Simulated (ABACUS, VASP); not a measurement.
This is a calculation of MnSb for ABACUS 3.10.1. 

File INPUT:

```
INPUT_PARAMETERS
suffix              MnSb
calculation         scf
basis_type          pw
pseudo_dir          ./
symmetry            1
dft_functional      pbe
ecutwfc             97
pseudo_rcut         10
nspin               2
nbands              40
ks_solver           dav
smearing_method     fd
smearing_sigma      0.00367493
scf_thr             1e-08
scf_nmax            100
mixing_type         broyden
mixing_beta         0.4
cal_force           1
cal_stress          1
kpar                4
```

STRU

```
ATOMIC_SPECIES
Sb 121.7600 Sb.upf
Mn 54.9380 Mn.upf

LATTICE_CONSTANT
1.8897261246

LATTICE_VECTORS
4.1500000000 0.0000000000 0.0000000000
-2.0750000000 3.5940054257 0.0000000000
0.0000000000 0.0000000000 5.7800000000

ATOMIC_POSITIONS
Direct

Sb
0.0
2
0.6666666667 0.3333333333 0.7500000000 1 1 1 mag 0
0.3333333333 0.6666666667 0.2500000000 1 1 1 mag 0

Mn
0.0
2
0.0000000000 0.0000000000 0.5000000000 1 1 1 mag 4
0.0000000000 0.0000000000 0.0000000000 1 1 1 mag 4
```

The input KPT:

```
K_POINTS
0
Gamma
7 7 5 0 0 0
```

Potentials or basis: PseudoDojo NC SR 0.4.1 PBE standard, plane waves.

Run with:

```sh
$ OMP_NUM_THREADS=1 mpirun -np 4 abacus > log
```

**Question.** What does the same run look like in VASP 6.6.1? Potentials or basis there: PBE PAW files Mn_pv, Sb, 520 eV.

**Answer.** As run (cutoffs and basis follow the program's own potentials, and thresholds, step limits or extra output files can differ):

INCAR

```
PREC = Accurate
ENCUT = 520
EDIFF = 1E-7
ISMEAR = -1
SIGMA = 0.05
LREAL = False
LASPH = True
NELM = 120
ALGO = Normal
ISIF = 2
LWAVE = False
LCHARG = True
ISPIN = 2
MAGMOM = 0 0 4 4
LORBIT = 11
LMAXMIX = 4
GGA = PE
LELF = True
LVHAR = True
NBANDS = 30
```

File KPOINTS:

```
Automatic mesh
0
Gamma
  7 7 5
```

POSCAR

```
MnSb
1.0
    4.1500000000      0.0000000000      0.0000000000
   -2.0750000000      3.5940054257      0.0000000000
    0.0000000000      0.0000000000      5.7800000000
Sb Mn
2 2
Direct
    0.6666666667      0.3333333333      0.7500000000
    0.3333333333      0.6666666667      0.2500000000
    0.0000000000      0.0000000000      0.5000000000
    0.0000000000      0.0000000000      0.0000000000
```

Potentials or basis: VASP PAW PBE potentials, release 64 (Sb, Mn_pv).

The run is started by

```console
$ cat potpaw_PBE.64/Sb/POTCAR potpaw_PBE.64/Mn_pv/POTCAR > POTCAR
$ mpirun -np 1 vasp_std > vasp.out
```

Both were run:

|  | ABACUS | VASP |
| --- | --- | --- |
| Pressure | -2.1 GPa | -3.2 GPa |
| Net moment | 6.87 μB per cell | 6.71 μB per cell |

The potentials hold 60 and 36 valence electrons a cell.

The magnetic state is the one that the start led to; the real crystal's order can differ.

Pressure is positive in compression.
